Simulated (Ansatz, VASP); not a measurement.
TaN in VASP and in Ansatz

File INCAR:

```
SYSTEM = TaN
  ALGO = Normal
  EDIFF = 1E-6
  ENCUT = 520
  GGA = PE
  ISIF = 2
  ISMEAR = 0
  IVDW = 12
  LASPH = .TRUE.
  LCHARG = .FALSE.
  LREAL = .FALSE.
  LWAVE = .FALSE.
  NBANDS = 24
  NELM = 80
  PREC = Accurate
  SIGMA = 0.1
```

File KPOINTS:

```
k-points
0
G
  6 6 4
  0 0 0
```

File POSCAR:

```
TaN
1.0
    3.0500010905      0.0000000000      0.0000000000
   -1.5250005453      2.6413784260      0.0000000000
    0.0000000000      0.0000000000      4.9400000000
Ta N
2 2
Direct
    0.3333333333      0.6666666667      0.0000000000
    0.6666666667      0.3333333333      0.5000000000
    0.3333333333      0.6666666667      0.3850000000
    0.6666666667      0.3333333333      0.8850000000
```

Input for Ansatz:

```yaml
crystal:
  lattice:
    - [3.0500010905, 0.0, 0.0]
    - [-1.5250005453, 2.641378426, 0.0]
    - [0.0, 0.0, 4.94]
  atoms:
    - { symbol: Ta, position: [0.3333333333, 0.6666666667, 0.0] }
    - { symbol: Ta, position: [0.6666666667, 0.3333333333, 0.5] }
    - { symbol: "N", position: [0.3333333333, 0.6666666667, 0.385] }
    - { symbol: "N", position: [0.6666666667, 0.3333333333, 0.885] }
basis:
  ecutwfc: 420
kpoints:
  mp_grid: { grid: [6, 6, 4] }
hamiltonian:
  xc: pbe
  dispersion: d3bj
scf:
  occupations: { method: gaussian, width: 0.1 }
output:
  forces: true
  stress: true
  eigenvalues: true
```

Alike in both runs: task single point; functional PBE; dispersion D3(BJ); k mesh 6 × 6 × 4; occupations gaussian, width 0.1 eV; no spin polarisation.

```csv
,VASP,Ansatz
version,VASP 6.6.1,Ansatz 0.2.0
potentials or method,"VASP PAW PBE potentials, release 64 (Ta_pv, N)","scalar-relativistic, plane waves, PAW"
plane-wave cutoff (eV),520,420
valence electrons in the cell,32,36
```

VASP gave:

| Quantity | Value |
| --- | --- |
| gap on the k mesh at the Fermi level (eV) | none |
| rms of the force components (eV/Å) | 1.315 |

Problem. Which values does Ansatz return?

Solution. gap on the k mesh at the Fermi level (eV): none; rms of the force components (eV/Å): 1.281.

Atom by atom the forces differ by 0.034 eV/Å (rms over components). A gap of «none» marks a metal or a gap that the smearing closes. The two sets of potentials don't hold the same shells in valence.

Caveats: the k mesh is coarse (spacing up to 0.40 Å⁻¹), so the values aren't converged; forces of over 1 eV/Å show positions far from the minimum, so gaps and moduli don't describe the material at rest. Spin-orbit coupling is left out, which matters for the levels of Ta.
